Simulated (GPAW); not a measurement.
Crystal: NaH.

```
CELL_PARAMETERS angstrom
0.00000 2.44000 2.44000
2.44000 0.00000 2.44000
2.44000 2.44000 0.00000
ATOMIC_POSITIONS crystal
Na 0.00000 0.00000 0.00000
H 0.50000 0.50000 0.50000
```

Base run:

* Program: GPAW 26.7.0
* Functional: LDA
* Potentials or basis: the program's PAW data sets (release 1.2.1) made for this functional
* Cutoff: 800 eV
* Basis: pw
* k mesh: 9 × 9 × 9
* Occupations: fermi-dirac, width 0.05 eV
* Spin: no spin polarisation

Its results: pressure -2.5 GPa.

Task: The run is repeated on the same cell with these changes: functional from LDA to r2SCAN; potentials or basis from the program's PAW data sets (release 1.2.1) made for this functional to GPAW PAW data sets (gpaw-data 1.2.1). What comes out?

Result: Pressure -1.0 GPa.

Caveats: the PAW data sets were made with another functional, which shifts forces and pressure a little (some runs).
